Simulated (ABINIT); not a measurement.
A run of ABINIT 10.8.3 (patched build):

run.abi

```
# Datasets: ground state, then fixed potential
ndtset 2

# Pseudopotentials
pp_dirpath "./"
pseudos "W.GGA_PBE-JTH.xml, Si.GGA_PBE-JTH.xml"

# Structure
acell 8.5542390769 8.5542390769 8.5542390769
rprim
    -0.3549820016     0.3549820016     0.8648558013
     0.3549820016    -0.3549820016     0.8648558013
     0.3549820016     0.3549820016    -0.8648558013
ntypat 2
znucl 74 14
natom 3
typat 1 2 2
xred
     0.0000000000     0.0000000000     0.0000000000
     0.6653000000     0.6653000000     0.0000000000
     0.3347000000     0.3347000000     0.0000000000

# Plane-wave basis
ecut 15.0
pawecutdg 30.0

# Exchange and correlation
ixc 23

# Bands and occupations
occopt 3
tsmear 0.05 eV

# SCF cycle
nstep 100

# Output
iomode 3
prtwf 0
prteig 0
prtebands 0
enunit 1
prtden1 1

# Dataset 1
kptopt1 1
ngkpt1 12 12 12
nshiftk1 1
shiftk1 0.0 0.0 0.0
nband1 15
tolvrs1 1.0e-9

# Dataset 2: bands along G-X-Y-S-G-Z-S1-N-P-Y1-Z
iscf2 -2
getden2 1
nband2 19
nbdbuf2 2
tolwfr2 1.0e-12
kptopt2 -10
ndivsm2 5
prteig2 1
prtvol2 -3
kptbounds2
     0.0000000000     0.0000000000     0.0000000000
     0.0000000000     0.0000000000     0.5000000000
    -0.0842355210     0.0842355210     0.5000000000
    -0.2921177605     0.2921177605     0.2921177605
     0.0000000000     0.0000000000     0.0000000000
     0.5000000000     0.5000000000    -0.5000000000
     0.2921177605     0.7078822395    -0.2921177605
     0.0000000000     0.5000000000     0.0000000000
     0.2500000000     0.2500000000     0.2500000000
     0.5000000000     0.5000000000    -0.0842355210
     0.5000000000     0.5000000000    -0.5000000000
```

Potentials or basis: JTH PAW PBE v2.0.

Command:

```bash
$ abinit run.abi > log 2>&1
```

Hardware: 1 thread of Intel(R) Xeon(R) 6975P-C (Granite Rapids), with other jobs on the host.

Problem. Estimate the wall time of this run.

Solution. It took 5 min on 1 thread of Intel(R) Xeon(R) 6975P-C (Granite Rapids) (shared host), peak memory 0.17 GiB. Counts: scf iterations 25, mpi ranks 1, k points 163, bands 15, plane waves 776.
